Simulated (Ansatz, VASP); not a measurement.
# Re in VASP and in Ansatz

```
Re
1.0
    -1.54260    1.54260    1.54260
     1.54260   -1.54260    1.54260
     1.54260    1.54260   -1.54260
Re
1
Cartesian
  0.0000 0.0000 0.0000
```

The cell was built by a generator and needn't be a form met in nature.

Alike in both runs: functional PBEsol; k mesh 14 × 14 × 14; occupations fermi-dirac, width 0.1 eV; no spin polarisation.

Ansatz relaxed the structure, and its values are those at the end. VASP's run is a single point on that final structure, the one shown.

```csv
,VASP,Ansatz
version,VASP 6.6.1,Ansatz 0.2.0
potentials or method,"VASP PAW PBE potentials, release 64 (Re)","plane waves (420 eV) with PAW, scalar-relativistic"
plane-wave cutoff (eV),520,420
valence electrons in the cell,7,15
```

|  | VASP | Ansatz | Ansatz less VASP |
| --- | --- | --- | --- |
| pressure (GPa) | 0.0 | 0.0 | -0.03 |

The functional is the same, so the differences come from potentials, cutoffs and numerics. The two sets of potentials don't hold the same shells in valence. Ansatz warned: «pseudo_functional_mismatch».

Caveats: the PAW data sets were made with another functional, which shifts forces and pressure a little (VASP). Spin-orbit coupling is left out, which matters for the levels of Re.
